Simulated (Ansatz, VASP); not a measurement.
KF (Carobbiite): VASP beside Ansatz

```
K F
1.0
     0.00000    2.70937    2.70937
     2.70937    0.00000    2.70937
     2.70937    2.70937    0.00000
K F
1 1
Direct
  0.00000 0.00000 0.00000
  0.50000 0.50000 0.50000
```

Alike in both runs: functional PBE; k mesh 8 × 8 × 8; occupations gaussian, width 0.02 eV; no spin polarisation.

Ansatz relaxed the structure, and its values are those at the end. VASP's run is a single point on that final structure, the one shown.

```csv
,VASP,Ansatz
version,VASP 6.6.1,Ansatz 0.2.0
potentials or method,"VASP PAW PBE potentials, release 64 (K_sv, F)","scalar-relativistic, plane waves, PAW"
plane-wave cutoff (eV),520,420
valence electrons in the cell,16,16
```

```tsv
	VASP	Ansatz	Ansatz less VASP
gap on the k mesh at the Fermi level (eV)	5.95	5.97	+0.015
least direct gap on the mesh (eV)	5.95	5.97	+0.015
pressure (GPa)	0.0	0.0	-0.01
```

A k mesh can miss the band edges.
